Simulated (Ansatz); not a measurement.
# MoS2 in Ansatz: reference runs

Aim: a first look at MoS2 with PBEsol, on the cell as given and on a disturbed one.

Program: Ansatz 0.2.0. These are calculated values, not measurements. Logs are shortened: lines on timing, memory, paths and dates and some standing lists are left out, and cuts for length are marked.

### Step 1. The slab as given

The cell holds a slab with vacuum, 12 atoms: a = 3.184 Å, b = 3.184 Å, c = 34.479 Å, α = 90.00°, β = 90.00°, γ = 120.00°.

### Step 2. Single point, PBEsol

input.yaml

```yaml
crystal:
  lattice:
    - [3.1837189491, 0.0, 0.0]
    - [-1.5918594745, 2.7571814884, 0.0]
    - [0.0, 0.0, 34.47923848]
  atoms:
    - { symbol: Mo, position: [0.3333333333, 0.6666666667, 0.09355563] }
    - { symbol: Mo, position: [0.3333333333, 0.6666666667, 0.72090303] }
    - { symbol: Mo, position: [0.6666666667, 0.3333333333, 0.27909697] }
    - { symbol: Mo, position: [0.6666666667, 0.3333333333, 0.90644437] }
    - { symbol: S, position: [0.6666666667, 0.3333333333, 0.0485463] }
    - { symbol: S, position: [0.6666666667, 0.3333333333, 0.67591175] }
    - { symbol: S, position: [0.3333333333, 0.6666666667, 0.23408966] }
    - { symbol: S, position: [0.3333333333, 0.6666666667, 0.86143131] }
    - { symbol: S, position: [0.6666666667, 0.3333333333, 0.13856869] }
    - { symbol: S, position: [0.6666666667, 0.3333333333, 0.76591034] }
    - { symbol: S, position: [0.3333333333, 0.6666666667, 0.32408825] }
    - { symbol: S, position: [0.3333333333, 0.6666666667, 0.9514537] }
hamiltonian:
  xc: pbesol
  pseudopotentials: { kind: paw }
kpoints:
  mp_grid: { grid: [10, 10, 1] }
scf:
  occupations: { method: fermi_dirac, width: 0.05 }
output:
  forces: true
  stress: true
  eigenvalues: true
```

Potentials or basis: Ansatz PAW.

The run is started by

```bash
ansatz run input.yaml --threads 4 --pin off --max-ram 11264MiB --backend cpu --events-out ev --progress --plain --runs-dir out
```

Standard output:

```text
Warning: RAYON_NUM_THREADS=4 ignored (pool sized by the plan → 4); use --threads N
Engine: ansatz 0.2.0, x86_64-unknown-linux-gnu
Pseudopotentials: kind: paw
Pseudopotential: Mo, paw, valence charge 14, recommended cutoff 420 eV (normal), Mo.paw.azcp
Pseudopotential: S, paw, valence charge 6, recommended cutoff 420 eV (normal), S.paw.azcp
Functional definition: PBEsol
  exchange = pbesol_x
  correlation = pbesol_c
Crystal: 12 atoms, lattice volume = 302.662 Å³
Basis set: ecut = 420 eV, 5935 PW (Γ), exchange–correlation on 48×48×480 points (8 copies of the dense FFT grid, shifted against one another)
Bands: 64, of which v1, the nominal top of the filled ones, is band 52 counted from 1 (51 counted from 0)
Symmetry: 12 space group operations
Space group: P-3m1 (ITA 164), of the structure as read, at distance tolerance 6.7e-5 Å
k-points: 14 of 100
Non-local potential: Mo, projectors of the file, l = 0: 3, l = 1: 2, l = 2: 2, l = 3: 1
Non-local potential: S, projectors of the file, l = 0: 2, l = 1: 2, l = 2: 2
PAW form: soft (Blöchl's): semilocal exchange-correlation on the pseudo side does not see the compensation charge
PAW frozen core: Mo, regenerated for the run's functional, and the local potential with it (the file was generated under x = pbe(κ = 0.804, μ = 0.2195149727645171), c = pbe(β = 0.06672455060314922))
PAW frozen core: S, regenerated for the run's functional, and the local potential with it (the file was generated under x = pbe(κ = 0.804, μ = 0.2195149727645171), c = pbe(β = 0.06672455060314922))
PAW one-centre angular grid: Mo, 590 points (default); XC on 64 Gauss nodes
PAW one-centre angular grid: S, 110 points (default); XC on 64 Gauss nodes
Initial density: superposition of atomic densities (neutral atoms: chi_scale 0, normalization atom), corrected by the library's trained network
Initial wavefunctions: pseudopotential atomic-orbital guess
Functional: x = pbesol(κ = 0.804, μ = 0.12345679012345678), c = pbesol(β = 0.046)
SCF iter   1: F=—  HF=-26680.574414 eV  |F-HF|=—  |Δ(HF+E_count)|=         —  Δρ=5.99e-3  dr2=1.57e-1  ethr=1.77e-3  ⟨swp⟩=7.5  Hψ=4090  notcnv=0
preconditioner: auto → Resta (q_TF=auto, 2.283 Å⁻¹)  ε∞=6.5  [insulator: Δε(μ)=1.107 eV  Ē_g=7.688 eV  σ=0.050 eV  W_gap=1.00  n_scr=30 (ndim 8)  ℏωp=18.1 eV  f_vac=0.272  D(μ)=0.00/eV (n_scr^D=0)  ε∞_Penn≈6.5  vacuum switching on, ρ_ref=4.3e-3 e/Å³]
SCF iter   2: F=—  HF=-26680.574209 eV  |F-HF|=—  |Δ(HF+E_count)|=   2.05e-4  Δρ=3.20e-3  dr2=2.14e-2  ethr=1.51e-4  ⟨swp⟩=2.1  Hψ=1446  notcnv=0  defer=28
SCF iter   3: F=—  HF=-26680.576588 eV  |F-HF|=—  |Δ(HF+E_count)|=   2.38e-3  Δρ=1.69e-3  dr2=5.24e-3  ethr=2.06e-5  ⟨swp⟩=2.0  Hψ=1239  notcnv=0  defer=28
SCF iter   4: F=—  HF=-26680.578435 eV  |F-HF|=—  |Δ(HF+E_count)|=   1.85e-3  Δρ=5.14e-4  dr2=1.22e-3  ethr=5.03e-6  ⟨swp⟩=2.3  Hψ=1420  notcnv=0  defer=28
SCF iter   5: F=—  HF=-26680.578524 eV  |F-HF|=—  |Δ(HF+E_count)|=   8.94e-5  Δρ=1.42e-4  dr2=7.25e-5  ethr=1.17e-6  ⟨swp⟩=2.4  Hψ=1299  notcnv=0  defer=28
SCF iter   6: F=—  HF=-26680.578392 eV  |F-HF|=—  |Δ(HF+E_count)|=   1.32e-4  Δρ=3.49e-5  dr2=8.09e-6  ethr=6.97e-8  ⟨swp⟩=2.1  Hψ=1371  notcnv=0  defer=28
SCF iter   7: F=—  HF=-26680.578394 eV  |F-HF|=—  |Δ(HF+E_count)|=   2.19e-6  Δρ=1.20e-5  dr2=1.81e-6  ethr=7.78e-9  ⟨swp⟩=2.0  Hψ=1267  notcnv=0  defer=28
SCF iter   8: F=—  HF=-26680.578395 eV  |F-HF|=—  |Δ(HF+E_count)|=   5.52e-7  Δρ=1.32e-5  dr2=1.31e-6  ethr=1.74e-9  ⟨swp⟩=2.0  Hψ=1295  notcnv=0  defer=28
SCF iter   9: F=—  HF=-26680.578395 eV  |F-HF|=—  |Δ(HF+E_count)|=   1.61e-7  Δρ=4.56e-6  dr2=1.30e-7  ethr=1.26e-9  ⟨swp⟩=2.0  Hψ=1190  notcnv=0  defer=28
SCF iter  10: F=-26680.578395 eV  HF=-26680.578395 eV  |F-HF|=1.68e-8  |Δ(HF+E_count)|=   1.27e-8  Δρ=1.30e-6  dr2=2.48e-8  ethr=9.62e-11  ⟨swp⟩=10.7  Hψ=3804  notcnv=0
SCF 1 converged in 10 iterations: F = -26680.578395 eV  dr2 = 2.48e-8
SCF converged after 10 iterations
Free energy (F): -26680.578395 eV
Harris-Foulkes:  -26680.578395 eV  (|F-HF|=1.68e-8)
Internal energy: -26680.578394 eV  (E = F + TS)
E sigma→0 (E₀):  -26680.578394 eV
Entropy (-TS):   -0.000001 eV (-0.000 meV/atom)
Fermi energy:    6.490641 eV
--- Per-component energies (eV) ---
  E_band       = -1120.750672
  E_kinetic    = 2618.817462
  E_local      = -55161.738096  (includes V_loc(G=0)·N_el)
  E_nonlocal   = 805.193345
  E_hartree    = 26425.033378
  E_xc         = -1500.004586
  E_vxc        = -1614.677306  (∫ρ·V_xc dr)
  E_paw        = -17247.200542  (= ΣΔE_a)
  E_vpaw       = -618.383746  (= ΣTr[D̂ρ^β])
  E_aug_tail   = 0.000154  (compensation charges beyond the density's cutoff)
  E_ewald      = 17377.987700
  E_core_change = 1.332792  (= ΣΔE_core)
  E_smearing   = -0.000001  (= −TS)
  E_closure    = -0.000000  (closes the sum)
  Σ components = -26680.578395   (vs F -26680.578395, Δ=0.00e0)
--- Forces (eV/Å), atoms counted from 1 ---
  atom   1  Mo    -0.00000000     0.00000000    -0.00043381
  atom   2  Mo    -0.00000000    -0.00000000    -0.00580453
  atom   3  Mo     0.00000000     0.00000000     0.00580453
  atom   4  Mo     0.00000000    -0.00000000     0.00043381
  atom   5  S      0.00000000     0.00000000     0.12576041
  atom   6  S      0.00000000    -0.00000000     0.14722475
  atom   7  S      0.00000000    -0.00000000     0.12318719
  atom   8  S      0.00000000    -0.00000000     0.12909160
  atom   9  S      0.00000000     0.00000000    -0.12909160
  atom  10  S      0.00000000     0.00000000    -0.12318719
  atom  11  S     -0.00000000     0.00000000    -0.14722475
  atom  12  S     -0.00000000     0.00000000    -0.12576041
  max |Σ_I F_I| component: 8.33e-17 eV/Å
--- Stress (GPa, compression-positive) ---
       -2.927097       0.000000      -0.000000
        0.000000      -2.927097       0.000000
       -0.000000       0.000000      -1.061225
  P = ⅓ Tr σ = -2.3051 GPa (-23.051 kbar)
--- Band table (eV; the first three rows and the last of 14) ---
  k-point 0: bands = ["-55.3302", "-55.3302", "-55.3297", "-55.3297", "-29.5048", "-29.5048", "-29.5043", "-29.5043", "-29.2919", "-29.2919", "-29.2919", "-29.2919", "-29.2914", "-29.2914", "-29.2914", "-29.2914", "-8.7422", "-8.7073", "-8.6555", "-8.6196", "-7.4271", "-7.3610", "-7.2735", "-7.2172", "-0.5370", "-0.3762", "-0.1399", "0.0416", "2.7555", "2.7555", "2.7570", "2.7570", "2.7593", "2.7593", "2.7608", "2.7608", "3.0272", "3.3899", "3.8779", "3.8779", "3.8836", "3.8836", "3.8917", "3.8917", "3.8969", "3.8969", "3.9086", "4.3941", "5.1902", "5.5075", "5.8020", "5.9609", "8.1895", "8.1895", "8.1932", "8.1932", "8.1993", "8.1993", "8.2022", "8.2022", "8.4487", "8.4487", "8.4738", "8.4738"]
  k-point 1: bands = ["-55.3266", "-55.3266", "-55.3261", "-55.3261", "-29.4975", "-29.4975", "-29.4971", "-29.4971", "-29.3289", "-29.3289", "-29.3284", "-29.3284", "-29.3003", "-29.3003", "-29.2998", "-29.2998", "-8.5934", "-8.5589", "-8.5075", "-8.4719", "-7.3629", "-7.2994", "-7.2159", "-7.1623", "-0.3704", "-0.2124", "0.0222", "0.2041", "2.4328", "2.4352", "2.4399", "2.4439", "2.6472", "2.8905", "2.9087", "2.9112", "2.9150", "2.9174", "3.1449", "3.2781", "3.6471", "3.6537", "3.6631", "3.6692", "4.0876", "4.1829", "4.4018", "4.7064", "5.1675", "5.4263", "5.6362", "5.7395", "8.0076", "8.0155", "8.0281", "8.0502", "8.0808", "8.1368", "8.1981", "8.2431", "8.2713", "8.2957", "8.3345", "8.3633"]
  k-point 2: bands = ["-55.3171", "-55.3171", "-55.3166", "-55.3166", "-29.4785", "-29.4785", "-29.4780", "-29.4780", "-29.4248", "-29.4248", "-29.4243", "-29.4243", "-29.3223", "-29.3223", "-29.3217", "-29.3217", "-8.1799", "-8.1472", "-8.0980", "-8.0637", "-7.1845", "-7.1290", "-7.0570", "-7.0115", "0.0138", "0.1548", "0.3683", "0.5355", "1.7655", "1.7737", "1.7953", "1.8284", "2.0059", "2.1749", "2.3367", "2.4214", "3.1482", "3.1559", "3.1676", "3.1755", "3.3217", "3.3278", "3.3358", "3.3406", "4.0619", "4.1857", "4.3939", "4.6083", "4.9234", "5.0128", "5.0693", "5.0900", "7.4774", "7.5990", "7.7650", "7.9162", "7.9311", "7.9468", "7.9907", "8.0139", "8.0201", "8.1701", "8.2612", "8.3098"]
  k-point 13: bands = ["-55.2882", "-55.2882", "-55.2877", "-55.2877", "-29.5921", "-29.5921", "-29.5917", "-29.5917", "-29.5081", "-29.5081", "-29.5076", "-29.5076", "-29.4202", "-29.4202", "-29.4197", "-29.4197", "-6.5778", "-6.5705", "-6.5598", "-6.5539", "-6.4604", "-6.4513", "-6.4419", "-6.4375", "0.0104", "0.0316", "0.0629", "0.0846", "0.5059", "0.5381", "0.5736", "0.5898", "1.5481", "1.5600", "1.5823", "1.5877", "1.8615", "1.8638", "1.9294", "2.0092", "2.3245", "2.4504", "2.5458", "2.5523", "3.3705", "3.3985", "3.4779", "3.5489", "5.2325", "5.2569", "5.2907", "5.3142", "7.1856", "7.1979", "7.2128", "7.2227", "8.2314", "8.3897", "8.6094", "8.7700", "8.7766", "8.8603", "8.8887", "8.9100"]
```

Run time: 4.1 s. Hardware: 4 threads of Intel Xeon Platinum 8375C at 2.90GHz (Ice Lake), shared host; peak memory 0.93 GiB.

Results:

```
Free energy            : -26680.5784 eV
Largest force          : 0.147 eV/Å
Band gap on the k mesh : 1.22 eV, indirect (least direct gap 1.87 eV)
```

Forces on the atoms (eV/Å):
```
Mo   0.000  0.000  0.000
Mo   0.000  0.000 -0.006
Mo   0.000  0.000  0.006
Mo   0.000  0.000  0.000
S    0.000  0.000  0.126
S    0.000  0.000  0.147
S    0.000  0.000  0.123
S    0.000  0.000  0.129
S    0.000  0.000 -0.129
S    0.000  0.000 -0.123
S    0.000  0.000 -0.147
S    0.000  0.000 -0.126
```

Caveat: the PAW data sets come from PBE, with cores solved anew for the run's functional, which leaves a small shift of forces and pressure.

### Step 3. Single point, PBEsol (atoms moved at random, drawn with an rms of 0.05 Å)

input.yaml

```yaml
crystal:
  lattice:
    - [3.1837189491, 0.0, 0.0]
    - [-1.5918594745, 2.7571814884, 0.0]
    - [0.0, 0.0, 34.47923848]
  atoms:
    - { symbol: Mo, position: [0.33316, 0.674367, 0.093287] }
    - { symbol: Mo, position: [0.334963, 0.673385, 0.721348] }
    - { symbol: Mo, position: [0.672939, 0.351433, 0.279683] }
    - { symbol: Mo, position: [0.682504, 0.35293, 0.905712] }
    - { symbol: S, position: [0.663391, 0.338547, 0.049081] }
    - { symbol: S, position: [0.654731, 0.342142, 0.676194] }
    - { symbol: S, position: [0.329065, 0.661275, 0.235451] }
    - { symbol: S, position: [0.333514, 0.668941, 0.861764] }
    - { symbol: S, position: [0.668524, 0.33572, 0.139705] }
    - { symbol: S, position: [0.680243, 0.34847, 0.765027] }
    - { symbol: S, position: [0.339398, 0.654199, 0.324332] }
    - { symbol: S, position: [0.338399, 0.662301, 0.951542] }
hamiltonian:
  xc: pbesol
  pseudopotentials: { kind: paw }
kpoints:
  mp_grid: { grid: [10, 10, 1] }
scf:
  occupations: { method: fermi_dirac, width: 0.05 }
output:
  forces: true
  stress: true
  eigenvalues: true
  write_density: true
  write_potential: true
  elf: true
  volumetric_format: npy
```

Potentials or basis: Ansatz PAW.

The run is started by

```bash
ansatz run input.yaml --threads 4 --pin off --max-ram 11264MiB --backend cpu --events-out ev --progress --plain --runs-dir out
```

Standard output:

```text
[... 83 lines left out ...]
  k-point 2: bands = ["-55.3696", "-55.3206", "-55.2809", "-55.2644", "-29.5437", "-29.4796", "-29.4743", "-29.4497", "-29.4311", "-29.4241", "-29.3995", "-29.3991", "-29.3643", "-29.3194", "-29.3011", "-29.2817", "-8.2680", "-8.1787", "-8.1125", "-8.0535", "-7.1848", "-7.1059", "-7.0578", "-6.9796", "-0.0077", "0.0891", "0.3124", "0.5232", "1.5912", "1.7063", "1.7595", "1.8150", "2.0774", "2.2185", "2.3697", "2.5118", "2.7911", "2.9819", "3.0114", "3.1428", "3.2287", "3.3097", "3.4336", "3.4710", "4.0549", "4.2117", "4.3990", "4.5756", "4.9772", "5.0945", "5.1130", "5.2487", "7.4702", "7.6577", "7.7450", "7.7804", "7.8403", "7.9035", "7.9317", "7.9746", "8.0708", "8.0975", "8.2940", "8.3818"]
  k-point 51: bands = ["-55.3441", "-55.2959", "-55.2557", "-55.2393", "-29.7542", "-29.6637", "-29.6543", "-29.6262", "-29.4895", "-29.4336", "-29.4303", "-29.3977", "-29.3793", "-29.3782", "-29.3536", "-29.3260", "-6.8674", "-6.8289", "-6.7918", "-6.7577", "-6.7476", "-6.6033", "-6.5574", "-6.5323", "-0.5534", "-0.4596", "-0.3835", "-0.3138", "0.5554", "0.6209", "0.6465", "0.7072", "1.1894", "1.2789", "1.4160", "1.5302", "2.1842", "2.1850", "2.2465", "2.2907", "3.4530", "3.5420", "3.6134", "3.6609", "4.2538", "4.3837", "4.4281", "4.4730", "4.7153", "4.7867", "4.8023", "4.9163", "7.5154", "7.6507", "7.6743", "7.6879", "8.0896", "8.1650", "8.2073", "8.2771", "9.0245", "9.2160", "9.4042", "9.5129"]
```

Run time: 27 s. Hardware: 4 threads of Intel Xeon Platinum 8375C at 2.90GHz (Ice Lake), shared host; peak memory 1.2 GiB.

What came out:

```yaml
Free_energy: -26680.3971 eV
Largest_force: 1.636 eV/Å
Band_gap_on_the_k_mesh: 1.03 eV, indirect (least direct gap 1.68 eV)
```

Forces in eV/Å, atoms in the order of the input:
```
Mo   0.071 -0.203  1.106
Mo  -0.180  0.330 -0.802
Mo   0.556 -1.528  0.177
Mo  -0.207 -1.120  0.969
S    0.054  0.075 -0.263
S    0.434 -0.080  0.125
S   -0.040  0.683 -0.416
S    0.241  0.522 -0.492
S   -0.123  0.128 -0.845
S   -0.255 -0.250  0.695
S   -0.515  0.846  0.219
S   -0.036  0.598 -0.472
```

Stress tensor (GPa, compression positive):
```
-1.91 -0.06 -1.31
-0.06 -2.90  0.13
-1.31  0.13  0.25
```

Caveat: the PAW data sets come from PBE, with cores solved anew for the run's functional, which leaves a small shift of forces and pressure.
